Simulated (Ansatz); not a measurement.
## From the elastic tensor of WSe₂ to moduli and sound speeds

Method: DFT PBEsol, scalar-relativistic, plane waves, PAW (Ansatz). Cutoff 420 eV, 12×12×2 k-points (Γ-centred), fixed occupations. No spin polarisation.

Symmetry: P6_3/mmc, No. 194, hexagonal system. Conventional cell: a = 3.271 Å, b = 3.271 Å, c = 13.223 Å, α = 90.00°, β = 90.00°, γ = 120.00°. W (site symmetry -6m2) has 6 Se at 2.52 Å as nearest neighbours. Around Se (site symmetry 3m) lie 3 W at 2.52 Å.

The crystal is built of layers and no dispersion correction was added, so the binding between them is poorly described, and with it their spacing and whatever depends on it. Spin–orbit coupling is left out, which can shift energies with elements as heavy as these.

Relaxed-ion constants (GPa, on the Cartesian axes of the calculation):
C11 = 196.3, C12 = 36.0, C13 = 6.0, C22 = 196.3, C23 = 6.0, C33 = 26.7, C44 = 13.1, C55 = 13.1, C66 = 80.2 GPa; the others vanish.

Density 9.263 g/cm³; 6 atoms in 122.54 Å³.

The values that follow are for a polycrystal of randomly turned grains, by Hill's mean where one number stands. In a crystal this anisotropic the Voigt and Reuss bounds lie far apart, so Hill's mean and the sound speeds and Debye temperature from it are rough.

With S = C⁻¹: B_V = (C11+C22+C33+2(C12+C13+C23))/9, G_V = (C11+C22+C33−C12−C13−C23+3(C44+C55+C66))/15, 1/B_R = S11+S22+S33+2(S12+S13+S23), 15/G_R = 4(S11+S22+S33−S12−S13−S23)+3(S44+S55+S66); Hill is their mean. Then v_l = √((B+4G/3)/ρ), v_t = √(G/ρ), v_m = [(2/v_t³+1/v_l³)/3]^(−1/3) and Θ = (ħ/k_B)·v_m·(6π²n/V)^(1/3) for n atoms in the volume V; E = 9BG/(3B+G), ν = (3B−2G)/(2(3B+G)) and A^U = 5G_V/G_R + B_V/B_R − 6.

| Quantity | Value |
| --- | --- |
| Bulk modulus, Voigt / Reuss / Hill | 57.2 / 23.4 / 40.3 GPa |
| Shear modulus, Voigt / Reuss / Hill | 46.0 / 21.4 / 33.7 GPa |
| Young's modulus | 79 GPa |
| Poisson ratio | 0.173 |
| Pugh ratio B/G | 1.20 |
| Universal anisotropy index | 7.21 |
| Longitudinal and transverse sound speeds | 3034 and 1907 m/s |
| Debye temperature from the mean sound speed | 229 K |

Cost: 1 run of about 5.8 core-minutes, on Intel Xeon 6975P-C (Granite Rapids) (shared hosts).

The elastic response splits into a stiff plane and a soft stacking direction: C11 is 196.3 GPa against 26.7 GPa for C33, and C66 is 80.2 GPa against 13.1 GPa for C44. In-plane strain stretches and bends covalent W d–Se p bonds, whereas compression along c and basal shear mainly work against weak contacts between Se-terminated layers. Hydrostatic pressure is therefore taken up mostly along c, which is why the Reuss bulk modulus falls close to C33.

C33 is lower than measurements on bulk WSe₂ indicate, probably because the missing dispersion attraction leaves the layers on too flat a part of their binding curve. The in-plane constants, governed by the covalent network, should be much less affected.

The tensor satisfies the elastic stability conditions for small homogeneous strains, but this doesn't exclude phonon instabilities at finite wavevector. Nor does the Pugh ratio settle whether the material is brittle or ductile, since easy basal slip and cleavage are directional processes that an isotropic average conceals.
